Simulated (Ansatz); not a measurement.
`[CH3][InH][Cl]` + `F[C](F)F`• → `[CH3][In][Cl]`• + `FC(F)F` at 500 K and 1 bar (hydrogen abstraction from the In–H bond).

Computed with Ansatz on PBE0-D4/def2-TZVP structures; ΔE is electronic, products minus reactants. CBS: MP2 limit from def2 TZ/QZ plus the TZ coupled-cluster correction, frozen cores. This one scheme is used for every species. Open shells (•) are unrestricted, without spin–orbit coupling. Elements past krypton have def2 core potentials. For In outer-core shells are correlated without core-valence functions, which leaves a few kJ/mol of doubt a bond.

| species | CCSD(T)/CBS energy (Eh) | H − E (kJ/mol) | S (J/(mol·K)) |
| --- | --- | --- | --- |
| `[CH3][InH][Cl]` | -690.09240 | 147.8 | 388.1 |
| `F[C](F)F`• | -337.34656 | 55.3 | 293.3 |
| `[CH3][In][Cl]`• | -689.47601 | 125.9 | 379.0 |
| `FC(F)F` | -338.02896 | 90.5 | 290.1 |

H − E and S are ideal-gas, rigid-rotor, harmonic terms from PBE0-D4/def2-TZVP, for one conformer and one mirror image of each species, with the whole ground term of open shells counted as degenerate. 1 Eh = 2625.50 kJ/mol, R = 8.31446 J/(mol·K).

Task: By hand: ΔE, ΔH, ΔS and ΔG.

Result: ΔE = (-689.47601) + (-338.02896) − (-690.09240) − (-337.34656) = -0.06601 Eh = -173.3 kJ/mol. Δ(H − E) = 125.9 + 90.5 − 147.8 − 55.3 = 13.3, so ΔH = -160.0 kJ/mol. ΔS = 379.0 + 290.1 − 388.1 − 293.3 = -12.3 J/(mol·K). ΔG = -160.0 − 500 × (-12.3)/1000 = -153.8 kJ/mol.

Task: By hand: the equilibrium constant, and the temperature at which ΔG would vanish if ΔH and ΔS stayed fixed.

Result: log₁₀ K = −ΔG/(RT ln 10) = 16.1. ΔG = 0 at ΔH/ΔS = 13008 K, far beyond where these terms or the molecules hold.

The number of gas molecules stays the same, so ΔS is small and ΔH decides. A doubt of 5 kJ/mol in ΔE shifts log₁₀ K by 0.5 here. Other conformers and mirror images would add mixing entropy, several J/(mol·K) or more a flexible species. Modes under 60 cm⁻¹, often nearly free rotors, make the harmonic entropy too high. These are equilibria of isolated gas molecules and say nothing of rates. Largest T1 diagnostic: 0.016 (customary marks: 0.02 for closed shells, 0.045 for open ones).
